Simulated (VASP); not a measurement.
# P (R-3m) in VASP: further runs, part 2 of 2

VASP 6.6.1. Earlier steps stand in the parts before.

## Step 4: Relaxation of cell and atoms, LDA, target pressure 6 GPa, at which the enthalpy is minimised

INCAR reads:

```
SYSTEM = P
PREC = Accurate ; ENCUT = 600
EDIFF = 1E-6 ; ISMEAR = 1
SIGMA = 0.1 ; LREAL = .False.
LASPH = .True. ; NELM = 80
ALGO = Normal ; ISIF = 3
LWAVE = .False. ; LCHARG = .False.
GGA = CA ; IBRION = 2
NSW = 90 ; EDIFFG = -0.01
PSTRESS = 60.0
```

KPOINTS reads:

```
Automatic mesh
0
Gamma
  15 15 13
  0 0 0
```

POSCAR reads:

```
P
1.0
    1.7257251780      0.9963478961      3.1296800121
   -1.7257251780      0.9963478961      3.1296800121
    0.0000000000     -1.9926957921      3.1296800121
P
2
Direct
    0.2270802500      0.2270802500      0.2270802500
    0.7729197500      0.7729197500      0.7729197500
```

Potentials or basis: VASP PAW LDA potentials, release 64 (P).

The run is started by

```console
$ cat potpaw_LDA.64/P/POTCAR > POTCAR
$ mpirun -np 1 vasp_std > vasp.out
```

OUTCAR:

```text
SYSTEM = P
   PREC = Accurate
   ENCUT = 600
   EDIFF = 1E-6
   ISMEAR = 1
   LREAL = .False.
   LASPH = .True.
   NELM = 80
   ISIF = 3
   GGA = CA
   IBRION = 2
   NSW = 90
   EDIFFG = -0.01
   PSTRESS = 60.0

 ion  position               nearest neighbor table
   1  0.227  0.227  0.227-   2 2.29   2 2.29   2 2.29   2 2.82   2 2.82   2 2.82
   2  0.773  0.773  0.773-   1 2.29   1 2.29   1 2.29   1 2.82   1 2.82   1 2.82

  LATTYP: Found a trigonal (rhomboedric) cell.
 ALAT       =     3.7102201415
 COS(alpha) =     0.5673129383

  Lattice vectors:

 A1 = (   1.7257251780,   0.9963478961,   3.1296800121)
 A2 = (  -1.7257251780,   0.9963478961,   3.1296800121)
 A3 = (   0.0000000000,  -1.9926957921,   3.1296800121)

Analysis of symmetry for initial positions (statically):
=====================================================================
 Subroutine PRICEL returns:
 Original cell was already a primitive cell.

 Routine SETGRP: Setting up the symmetry group for a
 trigonal (rhombohedral) supercell.

 Subroutine GETGRP returns: Found 12 space group operations
 (whereof 12 operations were pure point group operations)
 out of a pool of 12 trial point group operations.

The static configuration has the point symmetry D_3d.

Analysis of symmetry for dynamics (positions and initial velocities):
=====================================================================
 Subroutine PRICEL returns:
 Original cell was already a primitive cell.

 Routine SETGRP: Setting up the symmetry group for a
 trigonal (rhombohedral) supercell.

 Subroutine GETGRP returns: Found 12 space group operations
 (whereof 12 operations were pure point group operations)
 out of a pool of 12 trial point group operations.

The dynamic configuration has the point symmetry D_3d.

 Subroutine INISYM returns: Found 12 space group operations
 (whereof 12 operations are pure point group operations),
 and found     1 'primitive' translations

----------------------------------------------------------------------------------------

[... 133 lines left out ...]
     AMIX     =   0.40;   BMIX     =  1.00
     AMIX_MAG =   1.60;   BMIX_MAG =  1.00
  volume/ion in A,a.u.               =      16.14       108.94
  Fermi-wavevector in a.u.,A,eV,Ry     =   1.107636  2.093128 16.692396  1.226857
  Thomas-Fermi vector in A             =   2.244152
   LORBIT       =      0    0 simple, 1 ext, 2 COOP (PROOUT), +10 PAW based schemes
   GGA     = CA    functional components
   LHFCALC =     F    Hartree Fock is set to
   AEXX    =    0.0000 exact exchange contribution
   IVDW    =     0    specifies the selected vdW correction
   LEPSILON=     F    determine dielectric tensor
   LRPA    =     F    only Hartree local field effects (RPA)
 conjugate gradient relaxation of ions
 non-spin polarized calculation
 Methfessel and Paxton  Order N= 1 SIGMA  =   0.10
  energy-cutoff  :      600.00
  volume of cell :       32.29
 maximum number of plane-waves:      1094
 NGX is ok and might be reduce to    30
   NGX = 15   NGY = 15   NGZ = 15

--------------------------------------- Ionic step        1  -------------------------------------------

 number of electron      10.0000000 magnetization

 Free energy of the ion-electron system (eV)
  ---------------------------------------------------
  ext. energy  EPLUGINS =         0.00000000
  ---------------------------------------------------
  free energy    TOTEN  =       -12.09533795 eV

  energy without entropy =      -12.09521471  energy(sigma->0) =      -12.09529687

 E-fermi :   8.9184     XC(G=0): -10.8974

 val. band max:        8.9172555976   @ k =   0.4000   0.4000   0.4615
 cond. band min:       8.9279070175   @ k =   0.4667   0.4667  -0.0000
 fundamental gap:      0.0106514198
 Fermi energy:         8.9184180693

 k-point     1 :       0.0000    0.0000    0.0000
  band No.  band energies     occupation
      1      -7.5853      2.00000
      2       5.2884      2.00000
      3       5.7627      2.00000
      4       6.0139      2.00000
      5       6.0139      2.00000
      6      10.1818     -0.00000
      7      11.5045      0.00000
      8      11.5045      0.00000
      9      14.6789      0.00000
[... 385 lines left out ...]
  energy  without entropy=      -12.0775366050  energy(sigma->0) =      -12.07747041

  enthalpy is  TOTEN    =       -10.9862141022 eV   P V=        1.0912232159

[... ionic steps 4 to 8 ...]

--------------------------------------- Ionic step        9  -------------------------------------------

 number of electron       9.9999999 magnetization

------------------------ aborting loop because EDIFF is reached ----------------------------------------
[... 71 lines left out ...]
--------------------------------------- Ionic step       11  -------------------------------------------

 number of electron       9.9999999 magnetization

 Free energy of the ion-electron system (eV)
  ---------------------------------------------------
  ext. energy  EPLUGINS =         0.00000000
  ---------------------------------------------------
  free energy    TOTEN  =       -12.09683485 eV

  energy without entropy =      -12.09676226  energy(sigma->0) =      -12.09681066

 E-fermi :  10.8617     XC(G=0): -11.6949

 val. band max:       10.8590165674   @ k =  -0.0667  -0.2000   0.3077
 cond. band min:      10.8626621598   @ k =   0.4667   0.2667   0.2308
 fundamental gap:      0.0036455923
 Fermi energy:        10.8617094152

 k-point     1 :       0.0000    0.0000    0.0000
  band No.  band energies     occupation
      1      -6.5794      2.00000
      2       8.3369      2.00000
      3       8.3369      2.00000
      4       8.4588      2.00000
      5       9.8138      2.00000
      6      14.4662      0.00000
      7      14.8548      0.00000
      8      14.8548      0.00000
      9      16.2307      0.00000
[... 309 lines left out ...]
  energy  without entropy=      -12.0967622641  energy(sigma->0) =      -12.09681066

  enthalpy is  TOTEN    =       -11.0819638661 eV   P V=        1.0148709844

 reached required accuracy - stopping structural energy minimisation
```

OSZICAR:

```text
N       E                     dE             d eps       ncg     rms          rms(c)
DAV:   1     0.250718641307E+02    0.25072E+02   -0.51325E+03 14128   0.108E+03
DAV:   2    -0.110738266898E+02   -0.36146E+02   -0.35130E+02 21096   0.135E+02
DAV:   3    -0.121563399861E+02   -0.10825E+01   -0.10774E+01 17981   0.257E+01
[... 85 lines left out ...]
DAV:   1    -0.120970293380E+02    0.22499E-02   -0.90296E-02 16627   0.193E+00    0.160E-01
DAV:   2    -0.120969424536E+02    0.86884E-04   -0.20098E-03 17917   0.370E-01    0.871E-02
DAV:   3    -0.120968354118E+02    0.10704E-03   -0.31207E-04 19326   0.117E-01    0.189E-02
DAV:   4    -0.120968349563E+02    0.45556E-06   -0.15491E-05 17794   0.344E-02    0.130E-02
DAV:   5    -0.120968348505E+02    0.10575E-06   -0.14316E-06 11934   0.887E-03
  11 F= -.11081964E+02 E0= -.11081940E+02  d E =-.151221E-02
```

Wall time 18 min (1 thread of Intel Xeon Platinum 8488C (Sapphire Rapids), shared host); peak memory 0.35 GiB.

Results:

```yaml
Free_energy: -12.0968 eV
Relaxed_volume: 13.55 Å³/atom
Relaxed_cell: a = 3.373 Å, b = 3.373 Å, c = 3.373 Å, α = 59.93°, β = 59.93°, γ = 59.93°
Space_group_after_relaxing_to_0.05_Å: R-3m (No. 166)
Energy_change_on_relaxing_the_enthalpy_is_what_falls: -0.7 meV/atom
Ionic_steps: 11
Pressure_after_relaxing: 6.0 GPa
Largest_force_after_relaxing: 0.010 eV/Å
Band_gap_on_the_k_mesh: none (metal or under the smearing width)
```

Forces on the atoms (eV/Å):
```
P    0.000  0.000 -0.010
P    0.000  0.000  0.010
```

Step by step:
| step | energy change (eV) | largest force (eV/Å) | pressure (GPa) | volume (Å³) |
| --- | --- | --- | --- | --- |
| 1 | 0.0000 | 0.2201 | -3.30 | 32.29 |
| 2 | 0.0700 | 0.9261 | 11.17 | 28.10 |
| 3 | 0.0179 | 0.7359 | 6.76 | 29.14 |
| 4 | -0.0043 | 0.3530 | 6.68 | 28.43 |
| 5 | 0.0025 | 0.0528 | 7.21 | 27.52 |
| 6 | 0.0103 | 0.0873 | 7.44 | 27.13 |
| 7 | 0.0359 | 0.0133 | 9.75 | 26.36 |
| 8 | 0.0207 | 0.0436 | 8.43 | 26.70 |
| 9 | -0.0187 | 0.1090 | 2.24 | 27.80 |
| 10 | -0.0039 | 0.0362 | 5.40 | 27.21 |
| 11 | -0.0015 | 0.0098 | 5.98 | 27.10 |

Final structure:
```cif
data_structure
_symmetry_space_group_name_H-M 'P 1'
_symmetry_Int_Tables_number 1
_cell_length_a 3.3733
_cell_length_b 3.3733
_cell_length_c 3.3733
_cell_angle_alpha 59.930
_cell_angle_beta 59.930
_cell_angle_gamma 59.930
_cell_volume 27.10
loop_
_atom_site_label
_atom_site_type_symbol
_atom_site_fract_x
_atom_site_fract_y
_atom_site_fract_z
_atom_site_occupancy
P1 P 0.24227 0.24227 0.24227 1
P2 P 0.75773 0.75773 0.75773 1
```

Caveat: the cell is relaxed towards a set pressure, so the enthalpy falls and the energy may rise; the volume moved by over 15 % at a fixed basis, so the end points are rough.

## Step 5: Relaxation of cell and atoms, LDA, target pressure 6 GPa, at which the enthalpy is minimised

This run uses another cell than the first one, of 13.55 Å³/atom, 0.839 times its volume.

INCAR reads:

```
SYSTEM = P
PREC = Accurate ; ENCUT = 600
EDIFF = 1E-7 ; ISMEAR = 1
SIGMA = 0.1 ; LREAL = .False.
LASPH = .True. ; NELM = 80
ALGO = Normal ; ISIF = 3
LWAVE = .False. ; LCHARG = .False.
GGA = CA ; IBRION = 2
NSW = 90 ; EDIFFG = -0.005
PSTRESS = 60.0
```

KPOINTS is that of step 4.

POSCAR reads:

```
P                                       
1.0
    1.6848725049      0.9727615943      2.7557858041
   -1.6848725049      0.9727615943      2.7557858041
    0.0000000000     -1.9455231885      2.7557858041
  P             
     2
Direct
     0.2422728587293541    0.2422728587293541    0.2422728587293777
     0.7577271412706460    0.7577271412706460    0.7577271412706222
```

Potentials or basis: VASP PAW LDA potentials, release 64 (P).

The run is started by

```console
$ cat potpaw_LDA.64/P/POTCAR > POTCAR
$ mpirun -np 1 vasp_std > vasp.out
```

OUTCAR:

```text
SYSTEM = P
   PREC = Accurate
   ENCUT = 600
   EDIFF = 1E-7
   ISMEAR = 1
   LREAL = .False.
   LASPH = .True.
   NELM = 80
   ISIF = 3
   GGA = CA
   IBRION = 2
   NSW = 90
   EDIFFG = -0.005
   PSTRESS = 60.0

 ion  position               nearest neighbor table
   1  0.242  0.242  0.242-   2 2.31   2 2.31   2 2.31   2 2.46   2 2.46   2 2.46
   2  0.758  0.758  0.758-   1 2.31   1 2.31   1 2.31   1 2.46   1 2.46   1 2.46

  LATTYP: Found a trigonal (rhomboedric) cell.
 ALAT       =     3.3733389802
 COS(alpha) =     0.5010648369

  Lattice vectors:

 A1 = (   1.6848725049,   0.9727615943,   2.7557858041)
 A2 = (  -1.6848725049,   0.9727615943,   2.7557858041)
 A3 = (   0.0000000000,  -1.9455231885,   2.7557858041)

Analysis of symmetry for initial positions (statically):
[... 326 lines left out ...]
 fundamental gap:      0.0025228593
 Fermi energy:        10.8707286785

 k-point     1 :       0.0000    0.0000    0.0000
  band No.  band energies     occupation
      1      -6.5791      2.00000
      2       8.3383      2.00000
      3       8.3383      2.00000
      4       8.4645      2.00000
      5       9.8211      2.00000
      6      14.4540      0.00000
      7      14.8512      0.00000
      8      14.8512      0.00000
      9      16.2427      0.00000
[... 265 lines left out ...]
 k-point    24 :       0.2000    0.1333   -0.0000
  band No.  band energies     occupation
      1      -5.8603      2.00000
      2       5.2982      2.00000
      3       7.1755      2.00000
      4       7.4896      2.00000
      5      10.3573      2.00000
      6      13.2643      0.00000
      7      13.6800      0.00000
      8      15.6730      0.00000
      9      16.1911      0.00000

 [... further k-points ...]

------------------------ aborting loop because EDIFF is reached ----------------------------------------

  FORCE on cell =-STRESS in cart. coord.  units (eV):
  Direction    XX          YY          ZZ          XY          YZ          ZX
  --------------------------------------------------------------------------------------
  -------------------------------------------------------------------------------------
  Total        1.0232648      1.0232648      1.0239145      0.0000000      0.0000000     -0.0000000
  in kB       60.5113221     60.5113221     60.5497456      0.0000000      0.0000000     -0.0000000
  external PRESSURE =       0.5241299 kB  Pullay stress =      60.0000000 kB
[... 21 lines left out ...]
  energy  without entropy=      -12.0960825333  energy(sigma->0) =      -12.09612440

  enthalpy is  TOTEN    =       -11.0815271744 eV   P V=        1.0146181524

 reached required accuracy - stopping structural energy minimisation
```

CONTCAR:

```text
P
   1.00000000000000
     1.6846910063455163    0.9726568060645577    2.7556929308249711
    -1.6846910063455163    0.9726568060645577    2.7556929308249711
     0.0000000000000000   -1.9453136120225101    2.7556929308226357
  P
     2
Direct
     0.2421305014619832    0.2421305014619832    0.2421305014620115
     0.7578694985380169    0.7578694985380169    0.7578694985379885

  0.00000000E+00  0.00000000E+00  0.00000000E+00
  0.00000000E+00  0.00000000E+00  0.00000000E+00
```

It took 3.4 min on 1 thread of Intel Xeon Platinum 8488C (Sapphire Rapids), shared host; peak memory 0.29 GiB.

Results:

```yaml
Free_energy: -12.0961 eV
Relaxed_volume: 13.55 Å³/atom
Relaxed_cell: a = 3.373 Å, b = 3.373 Å, c = 3.373 Å, α = 59.93°, β = 59.93°, γ = 59.93°
Space_group_after_relaxing_to_0.05_Å: R-3m (No. 166)
Energy_change_on_relaxing_the_enthalpy_is_what_falls: +0.1 meV/atom
Ionic_steps: 4
Pressure_after_relaxing: 6.1 GPa
Band_gap_on_the_k_mesh: none (metal or under the smearing width)
```

Forces on the atoms (eV/Å):
```
P    0.000  0.000 -0.002
P    0.000  0.000  0.002
```

Step by step:
```
step  energy change (eV)  largest force (eV/Å)  pressure (GPa)  volume (Å³)
   1              0.0000                0.0103            5.98        27.10
   2              0.0003                0.0063            6.03        27.09
   3              0.0005                0.0036            6.08        27.09
   4              0.0002                0.0023            6.05        27.09
```

Final structure:
```
P
1.0
     1.68469    0.97266    2.75569
    -1.68469    0.97266    2.75569
     0.00000   -1.94531    2.75569
P
2
Cartesian
  0.0000 0.0000 2.0017
  0.0000 0.0000 6.2654
```

Levels at points of the mesh, in eV from the Fermi level:
```csv
k point,band 3,band 4,band 5,band 6,band 7,band 8
"(0.00, 0.00, 0.00)",-2.53,-2.41,-1.05,3.58,3.98,3.98
```

Caveat: the cell is relaxed towards a set pressure, so the enthalpy falls and the energy may rise.
